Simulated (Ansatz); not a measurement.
**Response of Ga to small distortions**

```
Ga
1.0
     1.45000   -4.06500    0.00000
     1.45000    4.06500    0.00000
     0.00000    0.00000    3.17000
Ga
2
Cartesian
  1.4500 -2.9837 0.7925
  1.4500 2.9837 2.3775
```

Atoms are numbered in the order listed.

The conventional cell has a = 2.900 Å, b = 8.130 Å, c = 3.170 Å, α = 90.00°, β = 90.00°, γ = 90.00°. Ga (atom 1) is surrounded by 8 Ga at 2.68 to 2.90 Å.

The structure is an experimental refinement, used without relaxation.

Method: DFT, PBE, all-electron LAPW, scalar-relativistic (Ansatz 0.2.0).

Sampling and basis: a Γ-centred 12×12×10 k mesh, Fermi–Dirac smearing of 0.08 eV, basis error target 1 meV/atom, no spin polarisation.

The unchanged cell is at 1.65 GPa.

In a metal, stresses and small energies carry noise from the k mesh.

x, y and z are the Cartesian axes of the cell as listed; fractional coordinates follow a strain, and an engineering shear is twice the off-diagonal strain component.

Question: One change gave: energy change under 1 meV/atom; stress change (xx, yy, zz, yz, xz, xy) 0.01, -0.03, 0.06, 0.41, -0.09, 0.03 GPa, compression positive. Which change was it?
A. equal xy, yz and zx engineering shear strains of +2 %
B. equal xy, yz and zx engineering shear strains of -1 %
C. equal xy, yz and zx engineering shear strains of +3 %
D. equal xy, yz and zx engineering shear strains of -2 %
E. equal xy, yz and zx engineering shear strains of +1 %
F. equal xy, yz and zx engineering shear strains of -3 %

Answer: B. For equal xy, yz and zx engineering shear strains of -3 %: energy change +2 meV/atom; stress change (xx, yy, zz, yz, xz, xy) 0.17, -0.13, 0.30, 0.98, -0.21, 0.10 GPa, compression positive; change of the force on Ga2 (0.024, 0.002, -0.017) eV/Å. For equal xy, yz and zx engineering shear strains of +2 %: energy change under 1 meV/atom; stress change (xx, yy, zz, yz, xz, xy) 0.03, -0.08, 0.18, -0.70, 0.16, 0.00 GPa, compression positive; change of the force on Ga2 (-0.015, 0.004, 0.020) eV/Å. For equal xy, yz and zx engineering shear strains of -2 %: energy change under 1 meV/atom; stress change (xx, yy, zz, yz, xz, xy) 0.08, -0.11, 0.19, 0.70, -0.18, 0.04 GPa, compression positive; change of the force on Ga1 (-0.016, 0.000, 0.013) eV/Å. For equal xy, yz and zx engineering shear strains of +1 %: energy change under 1 meV/atom; stress change (xx, yy, zz, yz, xz, xy) -0.01, -0.02, 0.06, -0.41, 0.09, -0.02 GPa, compression positive. For equal xy, yz and zx engineering shear strains of +3 %: energy change +2 meV/atom; stress change (xx, yy, zz, yz, xz, xy) 0.17, -0.16, 0.32, -0.96, 0.21, 0.01 GPa, compression positive; change of the force on Ga2 (-0.021, 0.005, 0.031) eV/Å.
